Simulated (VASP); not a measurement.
A run of VASP 6.6.1 is set up as follows.

The input INCAR:

```
SYSTEM = BAs
PREC = Accurate ; ENCUT = 520
EDIFF = 1E-7 ; ISMEAR = 0
SIGMA = 0.02 ; LREAL = .FALSE.
LASPH = .TRUE. ; NELM = 100
ALGO = Normal ; ISIF = 2
LWAVE = .FALSE. ; LCHARG = .FALSE.
GGA = PE ; NBANDS = 11
```

File KPOINTS:

```
regular mesh
0
G
  5 5 5
  0 0 0
```

POSCAR

```
BAs
1.0
    0.0000000000      2.3889000000      2.3889000000
    2.3889000000      0.0000000000      2.3889000000
    2.3889000000      2.3889000000      0.0000000000
B As
1 1
Direct
    0.0000000000      0.0000000000      0.0000000000
    0.2500000000      0.2500000000      0.2500000000
```

Potentials or basis: VASP PAW PBE potentials, release 64 (B, As).

Run with:

```sh
$ cat potpaw_PBE.64/B/POTCAR potpaw_PBE.64/As/POTCAR > POTCAR
$ mpirun -np 1 vasp_std > vasp.out
```

What does it give for the band gap on the k mesh?

1.17 eV, indirect (least direct gap 3.27 eV).

Estimate the pressure.

3.5 GPa.

Caveat: the k mesh is coarse (spacing up to 0.46 Å⁻¹), so the values aren't converged; an odd mesh through Γ misses points on the zone boundary, where band edges often lie.
